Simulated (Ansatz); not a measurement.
**MgB2: elastic constants with PBEsol**

The system is MgB2.

```
Mg B
1.0
     3.08500    0.00000    0.00000
    -1.54250    2.67169    0.00000
     0.00000    0.00000    3.52300
Mg B
1 2
Direct
  0.00000 0.00000 0.00000
  0.66667 0.33333 0.50000
  0.33333 0.66667 0.50000
```

* Program: Ansatz 0.2.0
* Task: elastic constants
* Functional: PBEsol
* Potentials or basis: Ansatz PAW
* Cutoff: 420 eV (not typed: the program's choice for these potentials)
* k mesh: 7 × 7 × 6
* Occupations: fermi-dirac, width 0.05 eV
* Spin: no spin polarisation
* Atoms under strain: clamped

* Pressure: -3.2 GPa
* Band gap on the k mesh: none (metal or under the smearing width)
* Voigt bulk modulus: 144 GPa

Stress tensor (GPa, compression positive):
```
-3.96  0.00  0.00
 0.00 -3.96  0.00
 0.00  0.00 -1.73
```

Levels at points of the mesh, in eV from the Fermi level:
| k point | band 6 | band 7 | band 8 | band 9 | band 10 | band 11 |
| --- | --- | --- | --- | --- | --- | --- |
| (0.00, 0.00, 0.00) | -2.79 | 0.50 | 0.50 | 1.78 | 6.40 | 6.40 |
| (0.00, 0.00, -0.50) | -7.28 | 0.88 | 0.88 | 6.74 | 6.74 | 8.08 |

Elastic tensor in Voigt notation (GPa, ions clamped, in the Cartesian axes of the cell as first typed):
```
400  46  41   0   0   0
 46 400  41   0   0   0
 43  43 237   0   0   0
  0   0   0  73   0   0
  0   0   0   0  73   0
  0   0   0   0   0 177
```

It took 6.7 s on 2 threads of Intel(R) Xeon(R) Processor @ 2.70GHz, on a shared host, peak memory 0.35 GiB.

Caveat: the cell is more than 3 GPa from zero pressure, which shifts response properties; elastic constants of metals need much finer meshes, so these are rough; the PAW data sets come from PBE, with cores solved anew for the run's functional, which leaves a small shift of forces and pressure.
